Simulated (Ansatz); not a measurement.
Zinc-blende ZnTe, treated with LDA (Ansatz, a first-principles code, plane waves, PAW).

Settings: plane-wave cutoff 500 eV, 10×10×10 k mesh, gaussian smearing 0.02 eV, scalar-relativistic PAW data made under PBE.

Computed at the level's own relaxed cell.

Task: What does this level give for the equilibrium volume per atom, lattice constant a and band gap?

Result: 
- equilibrium volume per atom: 26.94 Å³/atom
- lattice constant a: 5.996 Å
- band gap: 1.27 eV (on the SCF k mesh)

Measured, for comparison: band gap 2.43 eV (zero-point renormalisation of 40 meV (experimental, the table's column) added back here, direct; inputs from Miglio et al. (2020), arXiv:2011.12765); equilibrium volume per atom 28.42 Å³/atom (room temperature, no zero-point or thermal correction; as tabulated in Albrecht et al. (1997), arXiv:cond-mat/9706128); lattice constant a 6.104 Å (room temperature, no zero-point or thermal correction, our sources range from 6.089 to 6.104; as tabulated in Albrecht et al. (1997), arXiv:cond-mat/9706128). Computed (rounded) less measured: equilibrium volume per atom -5.2 %, lattice constant a -1.8 % (-1.5 % to -1.8 % over the range). A static lattice is as a rule a little smaller and stiffer than an uncorrected measurement, which can account for part of this.

Spin–orbit coupling is not included; with these elements it can move the gap by several tenths of an eV or more.

Static lattice: no zero-point or thermal effects.
